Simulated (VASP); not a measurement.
# Ba₈Te₇: saddle point by the improved dimer method

Ba₈Te₇, defect, 15 atoms in the cell. PBE, improved dimer method; PAW potentials Ba_sv, Te (PBE set).

Path: a Te atom hops into a neighbouring Te vacancy; Length of the hop (Å): 4.822; Atoms free in the vibrations (from 0): 0, 1, 3, 5, 8.

## Input

INCAR.step1:
```
PREC = Accurate
ENCUT = 200
EDIFF = 1E-7
ISMEAR = 0
SIGMA = 0.05
LREAL = False
LASPH = True
NELM = 100
ALGO = Normal
LWAVE = False
LCHARG = False
ISYM = 0
KPAR = 4
IBRION = 2
NSW = 100
ISIF = 2
EDIFFG = -0.005
POTIM = 0.5
```

INCAR.step2, as INCAR.step1 but for:
```
- EDIFF = 1E-7
- EDIFFG = -0.005
+ EDIFF = 1E-6
+ EDIFFG = -0.02
```

INCAR.step3, as INCAR.step2 but for:
```
- IBRION = 2
- NSW = 100
- ISIF = 2
- POTIM = 0.5
+ IBRION = 44
+ NSW = 600
```

INCAR.step4, as INCAR.step3 but for:
```
- EDIFF = 1E-6
- IBRION = 44
- NSW = 600
- EDIFFG = -0.02
+ EDIFF = 1E-7
+ IBRION = 5
+ NFREE = 2
+ POTIM = 0.015
+ NSW = 1
```

KPOINTS:
```
k-points
0
Gamma
  2 2 2
```

POSCAR.step1:
```
Ba8Te7
1.0
    0.0000000000      6.8200000000      6.8200000000
    6.8200000000      0.0000000000      6.8200000000
    6.8200000000      6.8200000000      0.0000000000
Ba Te
8 7
Direct
    0.0000000000      0.0000000000      0.0000000000
    0.0000000000      0.0000000000      0.5000000000
    0.0000000000      0.5000000000      0.0000000000
    0.0000000000      0.5000000000      0.5000000000
    0.5000000000      0.0000000000      0.0000000000
    0.5000000000      0.0000000000      0.5000000000
    0.5000000000      0.5000000000      0.0000000000
    0.5000000000      0.5000000000      0.5000000000
    0.2500000000      0.2500000000      0.7500000000
    0.2500000000      0.7500000000      0.2500000000
    0.2500000000      0.7500000000      0.7500000000
    0.7500000000      0.2500000000      0.2500000000
    0.7500000000      0.2500000000      0.7500000000
    0.7500000000      0.7500000000      0.2500000000
    0.7500000000      0.7500000000      0.7500000000
```

POSCAR.step2:
```
Ba8Te7
1.0
    0.0000000000      6.8200000000      6.8200000000
    6.8200000000      0.0000000000      6.8200000000
    6.8200000000      6.8200000000      0.0000000000
Ba Te
8 7
Direct
    0.0000000000      0.0000000000      0.0000000000
    0.0000000000      0.0000000000      0.5000000000
    0.0000000000      0.5000000000      0.0000000000
    0.0000000000      0.5000000000      0.5000000000
    0.5000000000      0.0000000000      0.0000000000
    0.5000000000      0.0000000000      0.5000000000
    0.5000000000      0.5000000000      0.0000000000
    0.5000000000      0.5000000000      0.5000000000
    0.2500000000      0.2500000000      1.2500000000
    0.2500000000      0.7500000000      0.2500000000
    0.2500000000      0.7500000000      0.7500000000
    0.7500000000      0.2500000000      0.2500000000
    0.7500000000      0.2500000000      0.7500000000
    0.7500000000      0.7500000000      0.2500000000
    0.7500000000      0.7500000000      0.7500000000
```

POSCAR.step3:
```
Ba8Te7                                  
1.0
    0.0000000000      6.8200000000      6.8200000000
    6.8200000000      0.0000000000      6.8200000000
    6.8200000000      6.8200000000      0.0000000000
Ba Te
8 7
Direct
   -0.0070777784      0.0064017994      1.0171833668
   -0.0010992313     -0.0014369815      0.5152466962
    0.0028458129      0.4946168800      0.0153817683
   -0.0436604898      0.5426264314      0.5222652271
    0.4963962499      0.0005094661      0.0175699712
    0.5394752755     -0.0401748494      0.5170281456
    0.4992904189      0.5026845923      0.0155986673
    0.4987431750      0.5016772925      0.5204557639
    0.2541733048      0.2515014261      0.5143482995
    0.2518917355      0.7557467140      0.2619577017
    0.2517837503      0.7461114272      0.7658553324
    0.7545763823      0.2520816721      0.2641855316
    0.7499220363      0.2425646696      0.7676377506
    0.7537697101      0.7482846768      0.2594870033
    0.7490024503      0.7510741934      0.7683256554

    0.0487934576      0.0487931788      0.0024780342
    0.0487932659      0.0487931925     -0.0024853144
    0.0463151996      0.0463080612     -0.0000000076
    0.0512781280      0.0512712284      0.0000000326
    0.0463078699      0.0463152658      0.0000000715
    0.0512712545      0.0512780972     -0.0000000178
    0.0487932963      0.0487930934      0.0024850454
    0.0487931773      0.0487932821     -0.0024781045
   -0.6831048269     -0.6831047922     -0.0000000316
    0.0487931287      0.0487931754      0.0000000201
    0.0487932981      0.0487932072      0.0000000566
    0.0487932015      0.0487932128      0.0000000652
    0.0487932038      0.0487932774      0.0000000611
    0.0487931583      0.0487932636      0.0000000130
    0.0487931872      0.0487932563      0.0000000760
```

POSCAR.step4:
```
Ba8Te7
1.0
    0.0000000000      6.8200000000      6.8200000000
    6.8200000000      0.0000000000      6.8200000000
    6.8200000000      6.8200000000      0.0000000000
Ba Te
8 7
Selective dynamics
Direct
    0.0183916893      0.0183971688      0.9701626921  T T T
    0.0180169831      0.0187088895      0.5256885524  T T T
    0.0186230929      0.4819211742      0.0154832025  F F F
    0.9311282956      0.5687518746      0.5166527282  T T T
    0.4814833336      0.0184741463      0.0168182149  F F F
    0.5690218124      0.9316190131      0.5156976234  T T T
    0.4814992857      0.4823043483      0.0621600915  F F F
    0.4820704640      0.4820383805      0.5065435415  F F F
    0.2500117703      0.2504145393      0.5161774027  T T T
    0.2239778958      0.7807934079      0.2641213030  F F F
    0.2758584414      0.7198663401      0.7682663775  F F F
    0.7806373525      0.2247290309      0.2634422615  F F F
    0.7192412520      0.2758281398      0.7689740603  F F F
    0.7506078319      0.7497940694      0.2262307038  F F F
    0.7494633016      0.7506288875      0.8061081257  F F F
```

POSCAR.step5:
```
Ba8Te7
1.0
    0.0000000000      6.8200000000      6.8200000000
    6.8200000000      0.0000000000      6.8200000000
    6.8200000000      6.8200000000      0.0000000000
Ba Te
8 7
Selective dynamics
Direct
    0.0000000183      0.0000000200      0.9999999753  T T T
    0.0008489067      0.0008489613      0.4991510545  T T T
    0.0008489263      0.4991510507      0.0008489540  F F F
    0.0008489833      0.4991510535      0.4991510650  T T T
    0.4991510342      0.0008489414      0.0008489496  F F F
    0.4991510506      0.0008489590      0.4991510514  T T T
    0.4991510670      0.4991510489      0.0008489385  F F F
    0.4999999952      0.4999999850      0.5000000150  F F F
    0.2500000065      0.2499999968      0.7499999987  T T T
    0.2500000015      0.7499999975      0.2499999946  F F F
    0.2499999988      0.7499999945      0.7500000031  F F F
    0.7499999967      0.2499999983      0.2500000052  F F F
    0.7500000057      0.2499999973      0.7499999974  F F F
    0.7500000074      0.7499999987      0.2499999987  F F F
    0.7500000019      0.7499999971      0.7499999990  F F F
```

Commands (each step's output is kept before the next begins):
```
cat potpaw_PBE.64/Ba_sv/POTCAR potpaw_PBE.64/Te/POTCAR > POTCAR
cp INCAR.step1 INCAR
cp POSCAR.step1 POSCAR
mpirun -np 4 vasp_std > vasp.out
cp INCAR.step2 INCAR
cp POSCAR.step2 POSCAR
mpirun -np 4 vasp_std > vasp.out
# the block under the positions in POSCAR is the starting axis: the straight line between the two relaxed ends
cp INCAR.step3 INCAR
cp POSCAR.step3 POSCAR
mpirun -np 4 vasp_std > vasp.out
# POSCAR: the saddle point
cp INCAR.step4 INCAR
cp POSCAR.step4 POSCAR
mpirun -np 4 vasp_std > vasp.out
# POSCAR: the relaxed minimum
cp POSCAR.step5 POSCAR
mpirun -np 4 vasp_std > vasp.out
```

## Result

- Barrier (eV): 2.145
- Barrier with zero-point energies (eV): 2.139
- Imaginary frequency (cm⁻¹): 51
- Imaginary modes at the saddle: 1
- Attempt frequency (THz): 5.9
- Force evaluations of the dimer: 69
- Largest force left (eV/Å): 0.0165
- Ionic steps, all stages: 137
- Electronic steps, all stages: 872

Vibrations (cm⁻¹; a negative value is imaginary):

| Mode | Minimum | Saddle |
|---|---|---|
| 1 | 118 | 192 |
| 2 | 110 | 150 |
| 3 | 110 | 102 |
| 4 | 109 | 99 |
| 5 | 107 | 97 |
| 6 | 92 | 90 |
| 7 | 91 | 83 |
| 8 | 88 | 82 |
| 9 | 88 | 79 |
| 10 | 86 | 69 |
| 11 | 81 | 58 |
| 12 | 72 | 55 |
| 13 | 70 | 53 |
| 14 | 66 | 52 |
| 15 | 66 | -51 |

Harmonic rate, classical:

| Temperature (K) | Jumps per second |
|---|---|
| 300 | 5.6e-24 |
| 600 | 5.8e-06 |
| 900 | 5.8 |

The cell is BaTe (16 atoms) with one Te atom missing.

Limits: the cell holds 15 atoms, so the vacancy or interstitial meets its own images and the barrier isn't that of a lone defect; the attempt frequency counts the hopping atom and the four atoms nearest to it, while all others are held.

VASP 6.6.1 took 1588 s on 4 cores (AMD EPYC 9R45 (Zen 5)), a shared host.
